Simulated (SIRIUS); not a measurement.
BP:

```xyz
4
Lattice="3.1981 0.0000 0.0000 -1.5991 2.7697 0.0000 0.0000 0.0000 6.9739" Properties=species:S:1:pos:R:3 pbc="T T T"
B     1.5991    0.9232    0.0000
B     0.0000    1.8465    3.4870
P     0.0000    1.8465    0.0000
P     0.0000    0.0000    3.4870
```

The cell was built by a generator and needn't be a form met in nature.

Base run:

* Program: SIRIUS 7.10.0
* Functional: PBEsol
* Potentials or basis: PseudoDojo 0.4.1 PBE standard (scalar relativistic)
* Cutoff: 1054 eV
* Density cutoff: 4214 eV
* k mesh: 7 × 7 × 3
* Occupations: fermi-dirac, width 0.05 eV
* Spin: no spin polarisation

Its results: band gap on the k mesh 0.80 eV; pressure 1.2 GPa.

After a change of settings the same cell gave: band gap on the k mesh 0.92 eV; pressure 6.0 GPa. Which change was it?
A. functional from PBEsol to SOGGA11; libxc names from ["XC_GGA_X_PBE_SOL", "XC_GGA_C_PBE_SOL"] to ["XC_GGA_X_SOGGA11", "XC_GGA_C_SOGGA11"]
B. functional from PBEsol to RPBE; libxc names from ["XC_GGA_X_PBE_SOL", "XC_GGA_C_PBE_SOL"] to ["XC_GGA_X_RPBE", "XC_GGA_C_PBE"]
C. functional from PBEsol to LDA; libxc names from ["XC_GGA_X_PBE_SOL", "XC_GGA_C_PBE_SOL"] to ["XC_LDA_X", "XC_LDA_C_PW"]
D. functional from PBEsol to BLYP; libxc names from ["XC_GGA_X_PBE_SOL", "XC_GGA_C_PBE_SOL"] to ["XC_GGA_X_B88", "XC_GGA_C_LYP"]

D.

Caveats: the potentials were made for another functional, which shifts forces and pressure; an odd mesh through Γ misses points on the zone boundary, where band edges often lie; this functional lacks dispersion, which binds the layers, so the pressure and a relaxed spacing across them are unreliable.
